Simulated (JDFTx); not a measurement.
Crystal: BP.

```
CELL_PARAMETERS angstrom
0.00000 2.26900 2.26900
2.26900 0.00000 2.26900
2.26900 2.26900 0.00000
ATOMIC_POSITIONS crystal
P 0.75000 0.75000 0.75000
B 0.00000 0.00000 0.00000
```

Program: JDFTx 1.7.0 (patched build). Alike in all runs: no spin polarisation; cell as given; k mesh 10 × 10 × 10; cutoff (eV) 1034.

Question: Order these runs on this cell by their pressure, lowest first.
A. level PBEsol; potentials or basis PseudoDojo-SR-PBEsol-0.4.1-standard with smoothed tails; smearing gaussian 0.05 eV; local potential set to -Z/r beyond 6 bohr; SCF threshold on the energy 1e-08 Ha; DOS broadening 0.004 Ha
B. level BLYP; potentials or basis PseudoDojo-SR-PBE-0.5-standard with smoothed tails; smearing fermi-dirac 0.05 eV; local potential set to -Z/r beyond 6 bohr; SCF threshold on the energy 1e-09 Ha
C. level LDA; potentials or basis PseudoDojo-SR-LDA-0.4.1-standard; smearing fermi-dirac 0.05 eV; SCF threshold on the energy 1e-09 Ha
D. level revPBE; potentials or basis PseudoDojo-SR-PBE-0.5-standard with smoothed tails; smearing fermi-dirac 0.05 eV; local potential set to -Z/r beyond 6 bohr; SCF threshold on the energy 1e-09 Ha

Answer: C (-5.6 GPa), A (-1.9 GPa), D (1.7 GPa), B (7.2 GPa).

Caveats: the potentials were made for another functional, which shifts forces and pressure (some runs).

Runs at the PBE level aren't shown here.
